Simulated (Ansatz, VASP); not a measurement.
**Au in VASP and in Ansatz**

```xyz
1
Lattice="2.7484 0.0000 0.0000 0.0000 2.7484 0.0000 0.0000 0.0000 2.7484" Properties=species:S:1:pos:R:3 pbc="T T T"
Au    1.3742    1.3742    1.3742
```

The cell was built by a generator and needn't be a form met in nature.

Alike in both runs: task relaxation of cell and atoms; functional PBE; k mesh 10 × 10 × 10; occupations fermi-dirac, width 0.05 eV; no spin polarisation.

```csv
,VASP,Ansatz
version,VASP 6.6.1,Ansatz 0.2.0
potentials or method,"VASP PAW PBE potentials, release 64 (Au)",Ansatz PAW
plane-wave cutoff (eV),600,420
valence electrons in the cell,11,19
```

|  | VASP | Ansatz | Ansatz less VASP |
| --- | --- | --- | --- |
| gap on the k mesh at the Fermi level, each at its own relaxed structure (eV) | none | none | - |
| relaxed volume (Å³/atom) | 20.79 | 20.81 | +0.021 |
| relaxed cell length with the largest relative difference (Å) | 2.749 | 2.750 | +0.0009 |

A gap of «none» marks a metal or a gap that the smearing closes. The two sets of potentials don't hold the same shells in valence.

Caveats: the plane-wave basis is chosen anew once the cell has moved, so the energies of steps on either side of that aren't comparable (Ansatz). Spin-orbit coupling is left out, which matters for the levels of Au.
